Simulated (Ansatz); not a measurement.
Cr: frozen-core PAW against all-electron methods

```yaml
crystal:
  lattice:
    - [0.00000, 1.84000, 1.84000]
    - [1.84000, 0.00000, 1.84000]
    - [1.84000, 1.84000, 0.00000]
  atoms:
    - { symbol: Cr, position: [0.00000, 0.00000, 0.00000] }
```

The cell comes from COD entry 9008467, which wasn't checked; take it as a given geometry.

Levels of theory: DFT, PBE, PAW with Ansatz's default frozen-core files, scalar-relativistic (Ansatz 0.2.0); DFT, PBE, all-electron LAPW, scalar-relativistic (Ansatz 0.2.0).

For PAW: a Γ-centred 19×19×19 k mesh, Fermi–Dirac smearing of 0.03 eV, cutoff 420 eV, spin-polarised from start moments Cr 3 μB (the moments died away, and the run ended non-magnetic). LAPW targets a basis error of 1 meV/atom. The Ansatz runs share mesh, smearing and spin set-up. Plane-wave (PAW) pressures include the program's estimate of the Pulay term.

Stress and pressure are positive in compression.

Levels count from the Fermi level.

PAW results:

```
                      quantity     PAW
                pressure (GPa)  -10.33
highest filled level at Γ (eV)  -0.385
  lowest empty level at Γ (eV)   1.268
highest filled level at U (eV)  -0.151
  lowest empty level at U (eV)   1.431
highest filled level at X (eV)  -3.061
  lowest empty level at X (eV)   2.367
```

Task: What does all-electron LAPW give for the same quantities?

Result: 
```json
{"quantity": "pressure (GPa)", "LAPW": "-10.36"}
{"quantity": "highest filled level at Γ (eV)", "LAPW": "-0.383"}
{"quantity": "lowest empty level at Γ (eV)", "LAPW": "1.269"}
{"quantity": "highest filled level at U (eV)", "LAPW": "-0.153"}
{"quantity": "lowest empty level at U (eV)", "LAPW": "1.430"}
{"quantity": "highest filled level at X (eV)", "LAPW": "-3.061"}
{"quantity": "lowest empty level at X (eV)", "LAPW": "2.367"}
```
